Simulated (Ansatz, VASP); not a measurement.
## Ca in VASP and in Ansatz

Contents of INCAR:

```
SYSTEM = Ca
PREC = Accurate
ENCUT = 520
EDIFF = 1E-6
ISMEAR = -1
SIGMA = 0.1
LREAL = .FALSE.
LASPH = .TRUE.
NELM = 100
ALGO = Normal
ISIF = 2
LWAVE = .FALSE.
LCHARG = .FALSE.
GGA = RE
NBANDS = 11
```

The input KPOINTS:

```
regular mesh
0
G
  11 11 11
  0 0 0
```

POSCAR

```
Ca
1.0
   -2.1305507413      2.1305507413      2.1305507413
    2.1305507413     -2.1305507413      2.1305507413
    2.1305507413      2.1305507413     -2.1305507413
Ca
1
Direct
    0.0000000000      0.0000000000      0.0000000000
```

Input for Ansatz:

```yaml
crystal:
  lattice:
    - [-2.1305507413, 2.1305507413, 2.1305507413]
    - [2.1305507413, -2.1305507413, 2.1305507413]
    - [2.1305507413, 2.1305507413, -2.1305507413]
  atoms:
    - { symbol: Ca, position: [0.0, 0.0, 0.0] }
hamiltonian:
  xc: revpbe
  pseudopotentials:
    kind: paw
    azcp:
      Ca: "pseudopotentials/Ca.paw.azcp"
basis:
  ecutwfc: 420
  fft_grid_basis: typed
kpoints:
  mp_grid: { grid: [11, 11, 11], shift: [0, 0, 0] }
magnetization:
  spin_polarized: false
scf:
  occupations: { method: fermi_dirac, width: 0.1 }
  lower_state_search: "off"
output:
  stress: true
  write_density: true
  write_potential: true
  elf: true
  volumetric_format: npy
```

Alike in both runs: task single point; functional revPBE; k mesh 11 × 11 × 11; occupations fermi-dirac, width 0.1 eV; no spin polarisation.

|  | VASP | Ansatz |
| --- | --- | --- |
| version | VASP 6.6.1 | Ansatz 0.2.0 |
| potentials or method | VASP PAW PBE potentials, release 64 (Ca_sv) | plane waves (420 eV) with PAW, scalar-relativistic |
| plane-wave cutoff (eV) | 520 | 420 |
| valence electrons in the cell | 10 | 10 |

|  | VASP | Ansatz | Ansatz less VASP |
| --- | --- | --- | --- |
| pressure (GPa) | 2.5 | 2.5 | -0.02 |

Caveats: the PAW data sets were made with another functional, which shifts forces and pressure a little (VASP).
